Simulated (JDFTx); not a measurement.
# MoS2 (P6_3/mmc) in JDFTx: single point with PBEsol

Aim: the single point of MoS2 with PBEsol.

Program: JDFTx 1.7.0 (patched build). These are calculated values, not measurements. Logs are shortened: lines on timing, memory, paths and dates and some standing lists are left out, and cuts for length are marked. The log counts tension as positive stress, the text compression.

## Step 1: The structure

The structure is hexagonal, space group P6_3/mmc (No. 194). Conventional cell: a = 3.169 Å, b = 3.169 Å, c = 12.324 Å, α = 90.00°, β = 90.00°, γ = 120.00°. Around Mo (site symmetry -6m2) lie 6 S at 2.41 Å. Around S (site symmetry 3m) lie 3 Mo at 2.41 Å.

## Step 2: Single point, PBEsol

Input file MoS2.in:

```
lattice \
    5.9885420889    -2.9942710445     0.0000000000 \
    0.0000000000     5.1862295807     0.0000000000 \
    0.0000000000     0.0000000000    23.2889847599
coords-type Lattice
ion Mo     0.6666666667     0.3333333333     0.7500000000 1
ion Mo     0.3333333333     0.6666666667     0.2500000000 1
ion S      0.6666666667     0.3333333333     0.3770000000 1
ion S      0.3333333333     0.6666666667     0.8770000000 1
ion S      0.6666666667     0.3333333333     0.1230000000 1
ion S      0.3333333333     0.6666666667     0.6230000000 1

ion-species pseudo/Mo.upf
ion-species pseudo/S.upf
elec-cutoff 40 320
elec-ex-corr gga-PBEsol
kpoint-folding 4 4 1
elec-smearing Fermi 0.0018374661
elec-n-bands 34
electronic-SCF nIterations 100 energyDiffThreshold 1e-09
electronic-minimize nIterations 30 energyDiffThreshold 1e-7
converge-empty-states yes
forces-output-coords Cartesian

dump-name run.$VAR
dump End Ecomponents EigStats BandEigs Kpoints Forces Stress ElecDensity
```

Potentials or basis: PseudoDojo-SR-PBEsol-0.4.1-standard.

Started as:

```
$ jdftx -c 1 -i MoS2.in -o MoS2.out
```

The log of the run:

```text
*************** JDFTx 1.7.0 (patched build) ***************

Input parsed successfully to the following command list (including defaults):
[... the input with its defaults ...]

---------- Setting up symmetries ----------

Found 24 point-group symmetries of the bravais lattice
Found 24 space-group symmetries with basis
Applied RMS atom displacement 3.45749e-10 bohrs to make symmetries exact.

---------- Initializing the Grid ----------
R =
[      5.98854     -2.99427            0  ]
[            0      5.18623            0  ]
[            0            0       23.289  ]
unit cell volume = 723.308
G =
[     1.0492   0.605757         -0  ]
[          0    1.21151          0  ]
[          0         -0   0.269792  ]
Minimum fftbox size, Smin = [  52  52  188  ]
Chosen fftbox size, S = [  54  54  192  ]

---------- Initializing tighter grid for wavefunction operations ----------
R =
[      5.98854     -2.99427            0  ]
[            0      5.18623            0  ]
[            0            0       23.289  ]
unit cell volume = 723.308
G =
[     1.0492   0.605757         -0  ]
[          0    1.21151          0  ]
[          0         -0   0.269792  ]
Minimum fftbox size, Smin = [  36  36  136  ]
Chosen fftbox size, S = [  36  36  140  ]

---------- Exchange Correlation functional ----------
Initalized PBEsol GGA exchange.
Initalized PBEsol GGA correlation.

---------- Setting up pseudopotentials ----------
Width of ionic core gaussian charges (only for fluid interactions / plotting) set to 0

Reading pseudopotential file 'pseudo/Mo.upf':
  'Mo' pseudopotential, 'PBESOL' functional
  Generated using ONCVPSP code by D. R. Hamann
  14 valence electrons, 4 orbitals, 6 projectors, 1001 radial grid points, with lMax = 2
    4S    l: 0   occupation:  2.0   eigenvalue: -2.363064
    4P    l: 1   occupation:  6.0   eigenvalue: -1.413234
    4D    l: 2   occupation:  5.0   eigenvalue: -0.138516
    5S    l: 0   occupation:  1.0   eigenvalue: -0.151378
  Core radius for overlap checks: 1.35 bohrs.

Reading pseudopotential file 'pseudo/S.upf':
  'S' pseudopotential, 'PBESOL' functional
  Generated using ONCVPSP code by D. R. Hamann
  6 valence electrons, 2 orbitals, 6 projectors, 1001 radial grid points, with lMax = 2
    3S    l: 0   occupation:  2.0   eigenvalue: -0.631879
    3P    l: 1   occupation:  4.0   eigenvalue: -0.256451
  Core radius for overlap checks: 1.58 bohrs.

Initialized 2 species with 6 total atoms.

Folded 1 k-points by 4x4x1 to 16 k-points.

---------- Setting up k-points, bands, fillings ----------
Reduced to 4 k-points under symmetry.
Computing the number of bands and number of electrons
Calculating initial fillings.
nElectrons:  52.000000   nBands: 34   nStates: 4

----- Setting up reduced wavefunction bases (one per k-point) -----
average nbasis = 8735.688 , ideal nbasis = 8739.919

---------- Setting up ewald sum ----------
Optimum gaussian width for ewald sums = 2.656599 bohr.
Real space sum over 1183 unit cells with max indices [  6  6  3  ]
Reciprocal space sum over 3751 terms with max indices [  5  5  15  ]

---------- Allocating electronic variables ----------
Initializing wave functions:  linear combination of atomic orbitals
Mo pseudo-atom occupations:   s ( 2 2 )  p ( 6 )  d ( 4 )
S pseudo-atom occupations:   s ( 2 )  p ( 4 )
	FillingsUpdate:  mu: +0.664507035  nElectrons: 52.000000
LCAOMinimize: Iter:   0  F: -177.3775100935789624  |grad|_K:  3.873e-02  alpha:  1.000e+00
LCAOMinimize: 	Step increased F by 1.630335e-01, reducing alpha to 3.774076e-02.
	FillingsUpdate:  mu: +0.582332544  nElectrons: 52.000000
LCAOMinimize: Iter:   1  F: -177.6377720258997215  |grad|_K:  2.722e-02  alpha:  3.774e-02  linmin: -4.555e-01  cgtest:  1.028e+00
[... 16 lines of inner loops ...]
LCAOMinimize: Iter:   7  F: -177.9214784147292789  |grad|_K:  4.648e-06  alpha:  7.658e-01  linmin: -4.211e-05  cgtest: -1.642e-03
	FillingsUpdate:  mu: +0.433582774  nElectrons: 52.000000
LCAOMinimize: Iter:   8  F: -177.9214784255677273  |grad|_K:  4.880e-07  alpha:  1.833e-01  linmin:  6.109e-04  cgtest: -2.072e-03
LCAOMinimize: Converged (|Delta F|<1.000000e-06 for 2 iters).

-------- Electronic minimization -----------
Will mix electronic density at each iteration.
	FillingsUpdate:  mu: +0.433582774  nElectrons: 52.000000
	FillingsUpdate:  mu: +0.425079261  nElectrons: 52.000000
SCF: Cycle:  0   F: -178.084008144555241   dF: -1.625e-01   |Residual|: 2.126e-01   |deigs|: 1.243e-02
	FillingsUpdate:  mu: +0.423055942  nElectrons: 52.000000
SCF: Cycle:  1   F: -178.210217281555344   dF: -1.262e-01   |Residual|: 1.110e-01   |deigs|: 6.509e-03
	FillingsUpdate:  mu: +0.416602835  nElectrons: 52.000000
SCF: Cycle:  2   F: -178.241599973268194   dF: -3.138e-02   |Residual|: 3.856e-02   |deigs|: 7.911e-03
	FillingsUpdate:  mu: +0.419305154  nElectrons: 52.000000
SCF: Cycle:  3   F: -178.244771710247591   dF: -3.172e-03   |Residual|: 2.199e-02   |deigs|: 3.812e-03
	FillingsUpdate:  mu: +0.420829554  nElectrons: 52.000000
SCF: Cycle:  4   F: -178.244235926997874   dF: +5.358e-04   |Residual|: 1.330e-02   |deigs|: 9.832e-04
	FillingsUpdate:  mu: +0.420654801  nElectrons: 52.000000
SCF: Cycle:  5   F: -178.244912100860660   dF: -6.762e-04   |Residual|: 2.627e-03   |deigs|: 6.207e-04
	FillingsUpdate:  mu: +0.420629657  nElectrons: 52.000000
SCF: Cycle:  6   F: -178.244928366568104   dF: -1.627e-05   |Residual|: 1.367e-03   |deigs|: 1.511e-04
	FillingsUpdate:  mu: +0.420755761  nElectrons: 52.000000
SCF: Cycle:  7   F: -178.244931891544468   dF: -3.525e-06   |Residual|: 3.856e-04   |deigs|: 1.277e-04
	FillingsUpdate:  mu: +0.420797031  nElectrons: 52.000000
SCF: Cycle:  8   F: -178.244932463948061   dF: -5.724e-07   |Residual|: 1.535e-04   |deigs|: 3.923e-05
	FillingsUpdate:  mu: +0.420794618  nElectrons: 52.000000
SCF: Cycle:  9   F: -178.244932719483330   dF: -2.555e-07   |Residual|: 1.446e-04   |deigs|: 7.557e-06
	FillingsUpdate:  mu: +0.420795031  nElectrons: 52.000000
SCF: Cycle: 10   F: -178.244932811770667   dF: -9.229e-08   |Residual|: 1.071e-04   |deigs|: 4.729e-06
	FillingsUpdate:  mu: +0.420795946  nElectrons: 52.000000
SCF: Cycle: 11   F: -178.244932870578481   dF: -5.881e-08   |Residual|: 2.426e-05   |deigs|: 8.275e-06
	FillingsUpdate:  mu: +0.420796746  nElectrons: 52.000000
SCF: Cycle: 12   F: -178.244932878698989   dF: -8.121e-09   |Residual|: 1.076e-05   |deigs|: 2.262e-06
	FillingsUpdate:  mu: +0.420796113  nElectrons: 52.000000
SCF: Cycle: 13   F: -178.244932882847849   dF: -4.149e-09   |Residual|: 8.272e-06   |deigs|: 1.198e-06
	FillingsUpdate:  mu: +0.420795779  nElectrons: 52.000000
SCF: Cycle: 14   F: -178.244932884024877   dF: -1.177e-09   |Residual|: 3.588e-06   |deigs|: 9.472e-07
	FillingsUpdate:  mu: +0.420795592  nElectrons: 52.000000
SCF: Cycle: 15   F: -178.244932884496762   dF: -4.719e-10   |Residual|: 1.743e-06   |deigs|: 3.757e-07
	FillingsUpdate:  mu: +0.420795595  nElectrons: 52.000000
SCF: Cycle: 16   F: -178.244932884644214   dF: -1.475e-10   |Residual|: 1.528e-06   |deigs|: 1.364e-07
SCF: Converged (|Delta E|<1.000000e-09 for 2 iters).

Setting wave functions to eigenvectors of Hamiltonian
Converging empty states (this may take a while): |deigs|: 8.893e-07

# Stress tensor in Cartesian coordinates [Eh/a0^3]:
[  0.000124456            0            0  ]
[            0  0.000124456            0  ]
[            0            0  7.21466e-05  ]

# Ionic positions in lattice coordinates:
ion Mo   0.666666666666667   0.333333333333333   0.750000000000000 1
ion Mo   0.333333333333333   0.666666666666667   0.250000000000000 1
ion S   0.666666666666667   0.333333333333333   0.377000000000000 1
ion S   0.333333333333333   0.666666666666667   0.877000000000000 1
ion S   0.666666666666667   0.333333333333333   0.123000000000000 1
ion S   0.333333333333333   0.666666666666667   0.623000000000000 1

# Forces in Cartesian coordinates:
force Mo  -0.000000000000000   0.000000000000000   0.000000000000000 1
force Mo   0.000000000000000   0.000000000000000   0.000000000000000 1
force S   0.000000000000000   0.000000000000000  -0.007084151029904 1
force S   0.000000000000000  -0.000000000000000  -0.007084151029905 1
force S   0.000000000000000  -0.000000000000000   0.007084151029904 1
force S   0.000000000000000  -0.000000000000000   0.007084151029904 1

# Energy components:
   Eewald =     -119.8474938763753528
       EH =       53.9371868922757045
     Eloc =     -168.9171987242256421
      Enl =       23.2563225708287291
      Exc =      -33.1303596744324622
 Exc_core =        6.5910427120816006
       KE =       59.8655673547783636
-------------------------------------
     Etot =     -178.2449327450690930
       TS =        0.0000001395751185
-------------------------------------
        F =     -178.2449328846442143

IonicMinimize: Iter:   0  F: -178.244932884644214  |grad|_K:  3.340e-03
IonicMinimize: None of the convergence criteria satisfied after 0 iterations.

#--- Lowdin population analysis ---
# oxidation-state Mo +0.288 +0.288
# oxidation-state S -0.044 -0.044 -0.044 -0.044

Dumping 'run.eigStats' ...
	eMin: -1.856414 at state 0 ( [ +0.000000 +0.000000 +0.000000 ] spin 0 )
	HOMO: +0.401219 at state 0 ( [ +0.000000 +0.000000 +0.000000 ] spin 0 )
	mu  : +0.420795
	LUMO: +0.444400 at state 1 ( [ +0.000000 +0.250000 +0.000000 ] spin 0 )
	eMax: +0.560549 at state 3 ( [ +0.250000 +0.250000 +0.000000 ] spin 0 )
	HOMO-LUMO gap: +0.043181
	Optical gap  : +0.076923 at state 0 ( [ +0.000000 +0.000000 +0.000000 ] spin 0 )
Done!
[note: mu as printed may lie anywhere between the filled and the empty levels]
```

Run time: 69 s. Hardware: 1 thread of Intel Xeon Platinum 8375C at 2.90GHz (Ice Lake), shared host; peak memory 0.25 GiB.

What came out:

```
Free energy            : -4850.2917 eV
Pressure               : -3.1 GPa
Largest force          : 0.364 eV/Å
Band gap on the k mesh : 1.18 eV, indirect (least direct gap 2.09 eV)
```

Forces in eV/Å, atoms in the order of the input:
```
Mo   0.000  0.000  0.000
Mo   0.000  0.000  0.000
S    0.000  0.000 -0.364
S    0.000  0.000 -0.364
S    0.000  0.000  0.364
S    0.000  0.000  0.364
```

Stress tensor (GPa, compression positive):
```
-3.66  0.00  0.00
 0.00 -3.66  0.00
 0.00  0.00 -2.12
```

Levels at points of the mesh, in eV from the valence-band top:
```
           k point  band 24  band 25  band 26  band 27  band 28  band 29
(0.00, 0.00, 0.00)    -1.18    -1.18     0.00     2.09     2.09     2.12
(0.00, 0.50, 0.00)    -1.53    -1.43    -1.30     1.59     1.64     1.98
```

Caveat: the k mesh is coarse (spacing up to 0.57 Å⁻¹), so the values aren't converged; an odd mesh through Γ misses points on the zone boundary, where band edges often lie; this functional lacks dispersion, which binds the layers, so the pressure and a relaxed spacing across them are unreliable.
